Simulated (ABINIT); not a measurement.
The system is C.

```xyz
2
Lattice="0.0000 1.7834 1.7834 1.7834 0.0000 1.7834 1.7834 1.7834 0.0000" Properties=species:S:1:pos:R:3 pbc="T T T"
C     2.6751    2.6751    2.6751
C     1.7834    1.7834    1.7834
```

This isn't the form of C at room conditions, which is graphite.

Base run:

* Program: ABINIT 10.8.3 (patched build)
* Functional: PBEsol
* Potentials or basis: JTH PAW PBE v2.0
* Cutoff: 626 eV
* k mesh: 13 × 13 × 13
* Occupations: fermi-dirac, width 0.05 eV
* Spin: no spin polarisation

Its results: band gap on the k mesh 4.01 eV, indirect (least direct gap 5.54 eV).

Problem. The run is repeated on the same cell with these changes: functional from PBEsol to SCAN. What comes out?

Solution. Band gap on the k mesh 4.46 eV, indirect (least direct gap 6.05 eV).

SCAN gives the wider gap, since meta-GGAs in the generalised Kohn-Sham scheme recover part of the derivative discontinuity.

Caveats: an odd mesh through Γ misses points on the zone boundary, where band edges often lie.

Not every run made on this cell is shown here.
